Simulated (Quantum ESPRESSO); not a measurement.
# KCl (Pm-3m) in Quantum ESPRESSO: reference runs

Reference runs on KCl: the cell as given.

Everything below comes from runs of Quantum ESPRESSO 7.5. Logs are shortened: lines on timing, memory, paths and dates and some standing lists are left out, and cuts for length are marked.

## (1) Starting point

The structure is cubic, space group Pm-3m (No. 221). The conventional cell has a = 3.839 Å, b = 3.839 Å, c = 3.839 Å, α = 90.00°, β = 90.00°, γ = 90.00°. K (site symmetry m-3m) is surrounded by 8 Cl at 3.32 Å. Around Cl (site symmetry m-3m) lie 8 K at 3.32 Å.

Measurements of this composition are mostly on another form, of space group No. 225.

## (2) Single point, PBEsol

pw.in reads:

```
&CONTROL
  calculation = 'scf'
  prefix = 'pwscf'
  outdir = './tmp'
  pseudo_dir = './pseudo'
  tprnfor = .true.
  tstress = .true.
  disk_io = 'low'
/
&SYSTEM
  ibrav = 0
  nat = 2
  ntyp = 2
  ecutwfc = 45
  ecutrho = 360
  nbnd = 14
  occupations = 'smearing'
  smearing = 'fd'
  degauss = 0.00367493
/
&ELECTRONS
  conv_thr = 4d-10
  electron_maxstep = 120
  mixing_beta = 0.5
/
ATOMIC_SPECIES
K     39.0983 k_pbesol_v1.4.uspp.F.UPF
Cl    35.4500 cl_pbesol_v1.4.uspp.F.UPF
CELL_PARAMETERS angstrom
   3.8391960000    0.0000000000    0.0000000000
   0.0000000000    3.8391960000    0.0000000000
   0.0000000000    0.0000000000    3.8391960000
ATOMIC_POSITIONS crystal
K      0.0000000000    0.0000000000    0.0000000000
Cl     0.5000000000    0.5000000000    0.5000000000
K_POINTS automatic
7 7 7 0 0 0
```

pp_density.in reads:

```
&INPUTPP
  prefix = 'pwscf'
  outdir = './tmp'
  filplot = 'density.dat'
  plot_num = 0
/
&PLOT
  nfile = 1
  filepp(1) = 'density.dat'
  iflag = 3
  output_format = 6
  fileout = 'density.cube'
/
```

pp_potential.in reads:

```
&INPUTPP
  prefix = 'pwscf'
  outdir = './tmp'
  filplot = 'potential.dat'
  plot_num = 11
/
&PLOT
  nfile = 1
  filepp(1) = 'potential.dat'
  iflag = 3
  output_format = 6
  fileout = 'potential.cube'
/
```

Potentials or basis: GBRV 1.5 PBEsol.

Started as:

```bash
$ OMP_NUM_THREADS=1 mpirun -n 2 pw.x -nk 2 -in pw.in > pw.out
$ OMP_NUM_THREADS=1 mpirun -n 1 pp.x -in pp_density.in > pp_density.out
$ OMP_NUM_THREADS=1 mpirun -n 1 pp.x -in pp_potential.in > pp_potential.out
```

pw.out:

```text
This program is part of the open-source Quantum ESPRESSO suite
     for quantum simulation of materials; please cite
[... 13 lines left out ...]
     --------------------
     sticks:   dense  smooth     PW     G-vecs:    dense   smooth      PW
     Sum        1489     749    225                43819    15515    2553

     Using Slab Decomposition

     bravais-lattice index     =            0
     lattice parameter (alat)  =       7.2550  a.u.
     unit-cell volume          =     381.8717 (a.u.)^3
     number of atoms/cell      =            2
     number of atomic types    =            2
     number of electrons       =        16.00
     number of Kohn-Sham states=           14
     kinetic-energy cutoff     =      45.0000  Ry
     charge density cutoff     =     360.0000  Ry
     scf convergence threshold =      4.0E-10
     mixing beta               =       0.5000
     number of iterations used =            8  plain     mixing
     Exchange-correlation= SLA  PW   PSX  PSC
                           (   1   4  10   8   0   0   0)

     celldm(1)=   7.255029  celldm(2)=   0.000000  celldm(3)=   0.000000
     celldm(4)=   0.000000  celldm(5)=   0.000000  celldm(6)=   0.000000

     crystal axes: (cart. coord. in units of alat)
               a(1) = (   1.000000   0.000000   0.000000 )
               a(2) = (   0.000000   1.000000   0.000000 )
               a(3) = (   0.000000   0.000000   1.000000 )

     reciprocal axes: (cart. coord. in units 2 pi/alat)
               b(1) = (  1.000000  0.000000  0.000000 )
               b(2) = (  0.000000  1.000000  0.000000 )
               b(3) = (  0.000000  0.000000  1.000000 )

     PseudoPot. # 1 for K  read from file:
     k_pbesol_v1.4.uspp.F.UPF
     Pseudo is Ultrasoft + core correction, Zval =  9.0
     Generated by new atomic code, or converted to UPF format
     Using radial grid of  841 points,  6 beta functions with:
                l(1) =   0
                l(2) =   0
                l(3) =   1
                l(4) =   1
                l(5) =   2
                l(6) =   2
     Q(r) pseudized with  6 coefficients,  rinner =    1.500   1.500   1.500
                                                       1.500   1.500

     PseudoPot. # 2 for Cl read from file:
     cl_pbesol_v1.4.uspp.F.UPF
     Pseudo is Ultrasoft + core correction, Zval =  7.0
     Generated by new atomic code, or converted to UPF format
     Using radial grid of  909 points,  6 beta functions with:
                l(1) =   0
                l(2) =   0
                l(3) =   1
                l(4) =   1
                l(5) =   2
                l(6) =   2
     Q(r) pseudized with  8 coefficients,  rinner =    1.300   1.300   1.300
                                                       1.300   1.300

     atomic species   valence    mass     pseudopotential
     K                 9.00    39.09830     K ( 1.00)
     Cl                7.00    35.45000     Cl( 1.00)

     48 Sym. Ops., with inversion, found

   Cartesian axes

     site n.     atom                  positions (alat units)
         1        K      tau(   1) = (   0.0000000   0.0000000   0.0000000  )
         2        Cl     tau(   2) = (   0.5000000   0.5000000   0.5000000  )

     number of k points=    20  Fermi-Dirac smearing, width (Ry)=  0.0037
                       cart. coord. in units 2pi/alat
        k(    1) = (   0.0000000   0.0000000   0.0000000), wk =   0.0058309
        k(    2) = (   0.0000000   0.0000000   0.1428571), wk =   0.0349854
        k(    3) = (   0.0000000   0.0000000   0.2857143), wk =   0.0349854
        k(    4) = (   0.0000000   0.0000000   0.4285714), wk =   0.0349854
        k(    5) = (   0.0000000   0.1428571   0.1428571), wk =   0.0699708
        k(    6) = (   0.0000000   0.1428571   0.2857143), wk =   0.1399417
[... 12 lines left out ...]
        k(   19) = (   0.2857143   0.4285714   0.4285714), wk =   0.1399417
        k(   20) = (   0.4285714   0.4285714   0.4285714), wk =   0.0466472

     Dense  grid:    43819 G-vectors     FFT dimensions: (  45,  45,  45)

     Smooth grid:    15515 G-vectors     FFT dimensions: (  32,  32,  32)

     Initial potential from superposition of free atoms

     starting charge      15.4963, renormalised to      16.0000

     negative rho (up, down):  1.622E-02 0.000E+00
     Starting wfcs are   12 randomized atomic wfcs +    2 random wfcs

     Self-consistent Calculation

     iteration #  1     ecut=    45.00 Ry     beta= 0.50
     Davidson diagonalization with overlap
     ethr =  1.00E-02,  avg # of iterations = 10.8

     Threshold (ethr) on eigenvalues was too large:
     Diagonalizing with lowered threshold

     Davidson diagonalization with overlap
     ethr =  6.37E-04,  avg # of iterations =  2.1

     negative rho (up, down):  1.586E-02 0.000E+00

     total energy              =     -90.38418564 Ry
     estimated scf accuracy    <       0.10225369 Ry

     iteration #  2     ecut=    45.00 Ry     beta= 0.50
     Davidson diagonalization with overlap
     ethr =  6.39E-04,  avg # of iterations =  3.9

     negative rho (up, down):  1.536E-02 0.000E+00

     total energy              =     -90.40140878 Ry
     estimated scf accuracy    <       0.00644370 Ry

     iteration #  3     ecut=    45.00 Ry     beta= 0.50
     Davidson diagonalization with overlap
     ethr =  4.03E-05,  avg # of iterations =  8.8

     negative rho (up, down):  1.511E-02 0.000E+00

     total energy              =     -90.40211840 Ry
     estimated scf accuracy    <       0.00086524 Ry

     iteration #  4     ecut=    45.00 Ry     beta= 0.50
     Davidson diagonalization with overlap
     ethr =  5.41E-06,  avg # of iterations =  5.3

     negative rho (up, down):  1.505E-02 0.000E+00

     total energy              =     -90.40220261 Ry
     estimated scf accuracy    <       0.00007410 Ry

     iteration #  5     ecut=    45.00 Ry     beta= 0.50
     Davidson diagonalization with overlap
     ethr =  4.63E-07,  avg # of iterations =  2.7

     negative rho (up, down):  1.506E-02 0.000E+00

     total energy              =     -90.40221247 Ry
     estimated scf accuracy    <       0.00000098 Ry

     iteration #  6     ecut=    45.00 Ry     beta= 0.50
     Davidson diagonalization with overlap
     ethr =  6.15E-09,  avg # of iterations =  7.5

     negative rho (up, down):  1.506E-02 0.000E+00

     total energy              =     -90.40221460 Ry
     estimated scf accuracy    <       0.00000025 Ry

     iteration #  7     ecut=    45.00 Ry     beta= 0.50
     Davidson diagonalization with overlap
     ethr =  1.57E-09,  avg # of iterations =  3.8

     negative rho (up, down):  1.506E-02 0.000E+00

     total energy              =     -90.40221469 Ry
     estimated scf accuracy    <          7.8E-09 Ry

     iteration #  8     ecut=    45.00 Ry     beta= 0.50
     Davidson diagonalization with overlap
     ethr =  4.88E-11,  avg # of iterations =  5.4

     negative rho (up, down):  1.505E-02 0.000E+00

     total energy              =     -90.40221471 Ry
     estimated scf accuracy    <          1.6E-09 Ry

     iteration #  9     ecut=    45.00 Ry     beta= 0.50
     Davidson diagonalization with overlap
     ethr =  1.01E-11,  avg # of iterations =  2.8

     negative rho (up, down):  1.505E-02 0.000E+00

     End of self-consistent calculation

          k = 0.0000 0.0000 0.0000 (  1935 PWs)   bands (ev):

   -25.7818 -10.4364  -9.2294  -9.2294  -9.2294   1.9039   1.9039   1.9039
     6.7330   8.5579   8.5579  12.6781  12.6781  12.6781

          k = 0.0000 0.0000 0.1429 (  1939 PWs)   bands (ev):

   -25.7781 -10.4662  -9.2235  -9.2235  -9.2069   1.5248   1.9028   1.9028
     7.2027   8.7254   8.9627  12.5988  12.5988  12.7727

          k = 0.0000 0.0000 0.2857 (  1956 PWs)   bands (ev):

   -25.7698 -10.5353  -9.2103  -9.2103  -9.1510   0.8338   1.8997   1.8997
     8.2415   9.2010   9.8416  12.4960  12.4961  13.0117

          k = 0.0000 0.0000 0.4286 (  1936 PWs)   bands (ev):

   -25.7632 -10.5923  -9.1995  -9.1995  -9.1006   0.3732   1.8965   1.8965
     9.3513   9.8104  10.2886  12.2193  12.5147  12.5147

          k = 0.0000 0.1429 0.1429 (  1937 PWs)   bands (ev):

   -25.7745 -10.4750  -9.2726  -9.2179  -9.1569   1.4530   1.6611   1.9090
     7.6003   8.9744   9.2381  12.2736  12.4245  13.0226

          k = 0.0000 0.1429 0.2857 (  1940 PWs)   bands (ev):

   -25.7663 -10.5032  -9.2857  -9.2052  -9.1302   0.8928   1.6409   1.9227
     8.4748   9.3617  10.0452  12.0276  12.1401  12.9724

          k = 0.0000 0.1429 0.4286 (  1955 PWs)   bands (ev):

   -25.7597 -10.5336  -9.2565  -9.1950  -9.1380   0.4723   1.6723   1.9331
     9.3861   9.7101  10.4547  11.9175  12.0800  12.5228

          k = 0.0000 0.2857 0.2857 (  1949 PWs)   bands (ev):

   -25.7584 -10.4333  -9.3693  -9.1939  -9.1658   0.9475   1.2196   1.9752
     8.8091   9.4313  10.8489  11.5244  11.9146  12.3416

          k = 0.0000 0.2857 0.4286 (  1953 PWs)   bands (ev):

   -25.7520 -10.3824  -9.3720  -9.2514  -9.1847   0.7024   1.2289   2.0182
     8.8359   9.5126  11.3893  11.3893  11.6922  12.2879

          k = 0.0000 0.4286 0.4286 (  1965 PWs)   bands (ev):

   -25.7458 -10.2283  -9.4462  -9.3918  -9.1764   0.8812   0.9331   2.0893
     8.3138   9.3302  11.0293  11.1392  12.6820  12.7984

          k = 0.1429 0.1429 0.1429 (  1947 PWs)   bands (ev):

   -25.7709 -10.4705  -9.2661  -9.2661  -9.1265   1.4369   1.6599   1.6599
     7.9709   9.3508   9.3508  12.1262  12.1262  12.8619

          k = 0.1429 0.1429 0.2857 (  1952 PWs)   bands (ev):

   -25.7628 -10.4695  -9.2963  -9.2511  -9.1244   0.9525   1.6564   1.6584
     8.7637   9.6444  10.1123  11.8565  11.8608  12.2590

          k = 0.1429 0.1429 0.4286 (  1955 PWs)   bands (ev):

   -25.7563 -10.4784  -9.2638  -9.2388  -9.1672   0.5533   1.6528   1.7390
     9.5674   9.9443  10.1832  11.6866  11.9363  12.2110

          k = 0.1429 0.2857 0.2857 (  1942 PWs)   bands (ev):

   -25.7550 -10.3942  -9.3608  -9.2546  -9.1666   1.0137   1.2100   1.7040
     9.1755   9.8249  10.7150  11.3320  11.5559  11.9255

          k = 0.1429 0.2857 0.4286 (  1945 PWs)   bands (ev):

   -25.7487 -10.3373  -9.3655  -9.2731  -9.2263   0.7375   1.2232   1.7557
     9.1390   9.9448  10.7209  11.3470  11.9294  12.0767

          k = 0.1429 0.4286 0.4286 (  1955 PWs)   bands (ev):

   -25.7426 -10.1962  -9.4361  -9.3907  -9.2208   0.8752   0.9126   1.7978
     8.6508   9.8391  10.9178  10.9848  12.5719  12.6190

          k = 0.2857 0.2857 0.2857 (  1932 PWs)   bands (ev):

   -25.7473 -10.3025  -9.3415  -9.3415  -9.2197   1.1542   1.1872   1.1872
     9.9106  10.4513  10.4513  10.6768  11.6383  11.6384

          k = 0.2857 0.2857 0.4286 (  1947 PWs)   bands (ev):

   -25.7412 -10.2254  -9.3681  -9.3261  -9.3069   0.8105   1.1678   1.2886
     9.7051  10.2762  10.5419  11.3459  11.6984  12.0022

          k = 0.2857 0.4286 0.4286 (  1944 PWs)   bands (ev):

   -25.7352 -10.1203  -9.4135  -9.3911  -9.3185   0.8587   0.8652   1.2339
     9.5332  10.5973  10.7344  11.0863  12.1583  12.2518

          k = 0.4286 0.4286 0.4286 (  1932 PWs)   bands (ev):

   -25.7293 -10.0550  -9.3952  -9.3952  -9.3947   0.8260   0.8260   0.8602
    10.3542  10.6509  10.6509  11.8005  11.9399  11.9399

     the Fermi energy is     3.5715 ev

!    total energy              =     -90.40221471 Ry
     estimated scf accuracy    <          7.6E-11 Ry
     smearing contrib. (-TS)   =      -0.00000000 Ry
     internal energy E=F+TS    =     -90.40221471 Ry

     The total energy is F=E-TS. E is the sum of the following terms:
     one-electron contribution =     -24.89158837 Ry
     hartree contribution      =      17.60305489 Ry
     xc contribution           =     -18.34583455 Ry
     ewald contribution        =     -64.76784668 Ry

     convergence has been achieved in   9 iterations

     negative rho (up, down):  1.505E-02 0.000E+00

     Forces acting on atoms (cartesian axes, Ry/au):

     atom    1 type  1   force =     0.00000000    0.00000000    0.00000000
     atom    2 type  2   force =     0.00000000    0.00000000    0.00000000

     Total force =     0.000000     Total SCF correction =     0.000000

     Computing stress (Cartesian axis) and pressure

     negative rho (up, down):  1.505E-02 0.000E+00
          total   stress  (Ry/bohr**3)                   (kbar)     P=      -16.38
  -0.00011133   0.00000000   0.00000000          -16.38        0.00        0.00
   0.00000000  -0.00011133   0.00000000            0.00      -16.38        0.00
   0.00000000   0.00000000  -0.00011133            0.00        0.00      -16.38

=------------------------------------------------------------------------------=
   JOB DONE.
=------------------------------------------------------------------------------=
```

Run time: 11 s. Hardware: 2 MPI ranks of Arm Neoverse V2, shared host; peak memory 0.26 GiB.

Results:

```
Free energy            : -1229.9848 eV
Pressure               : -1.6 GPa
Band gap on the k mesh : 4.64 eV, indirect (least direct gap 4.83 eV)
```

Levels at points of the mesh, in eV from the valence-band top:
| k point | band 6 | band 7 | band 8 | band 9 | band 10 | band 11 |
| --- | --- | --- | --- | --- | --- | --- |
| (0.00, 0.00, 0.00) | -0.19 | -0.19 | -0.19 | 4.64 | 6.47 | 6.47 |

Caveat: an odd mesh through Γ misses points on the zone boundary, where band edges often lie.
